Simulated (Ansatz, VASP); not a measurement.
## CdGeAs2: VASP beside Ansatz

The input INCAR:

```
PREC = Accurate
ENCUT = 520
EDIFF = 1E-6
ISMEAR = 1
SIGMA = 0.05
LREAL = F
LASPH = T
NELM = 100
ALGO = Normal
ISIF = 2
LWAVE = F
LCHARG = T
GGA = PS
LELF = T
LVHAR = T
NBANDS = 26
```

KPOINTS

```
regular mesh
0
Gamma
  4 4 4
```

Contents of POSCAR:

```
CdGeAs2
1.0
    4.0763717120      0.0000000000      0.0000000000
    0.0000000000      4.0763717120      0.0000000000
    0.0000000000      0.0000000000      6.1183213177
Cd As Ge
1 2 1
Direct
    0.0000000000      0.0000000000      0.0000000000
    0.0000000000      0.5000000000      0.2672334419
    0.5000000000      0.0000000000      0.7327665581
    0.5000000000      0.5000000000      0.5000000000
```

Input for Ansatz:

```yaml
crystal:
  lattice:
    - [4.076371712, 0.0, 0.0]
    - [0.0, 4.076371712, 0.0]
    - [0.0, 0.0, 6.1183213177]
  atoms:
    - { symbol: Cd, position: [0.0, 0.0, 0.0] }
    - { symbol: As, position: [0.0, 0.5, 0.2672334419] }
    - { symbol: Ge, position: [0.5, 0.5, 0.5] }
    - { symbol: As, position: [0.5, 0.0, 0.7327665581] }
kpoints:
  mp_grid: { grid: [4, 4, 4] }
hamiltonian:
  xc: pbesol
scf:
  occupations: { method: methfessel_paxton, width: 0.05 }
  n_extra_bands: 5
output:
  forces: true
  stress: true
  eigenvalues: true
```

Alike in both runs: task single point; functional PBEsol; k mesh 4 × 4 × 4; occupations methfessel-paxton of order 1, width 0.05 eV; no spin polarisation.

```csv
,VASP,Ansatz
version,VASP 6.6.1,Ansatz 0.2.0
potentials or method,"VASP PAW PBE potentials, release 64 (Cd, As, Ge_d)",plane waves
plane-wave cutoff (eV),520,420
valence electrons in the cell,36,64
```

```tsv
	VASP	Ansatz	Ansatz less VASP
pressure (GPa)	-0.3	-0.5	-0.24
largest component of the traceless stress (GPa)	0.70	0.71	+0.004
rms of the force components (eV/Å)	0.041	0.046	+0.0050
```

The two sets of potentials don't hold the same shells in valence.

Caveats: the k mesh is coarse (spacing up to 0.39 Å⁻¹), so the values aren't converged; the PAW data sets were made with another functional, which shifts forces and pressure a little (VASP).
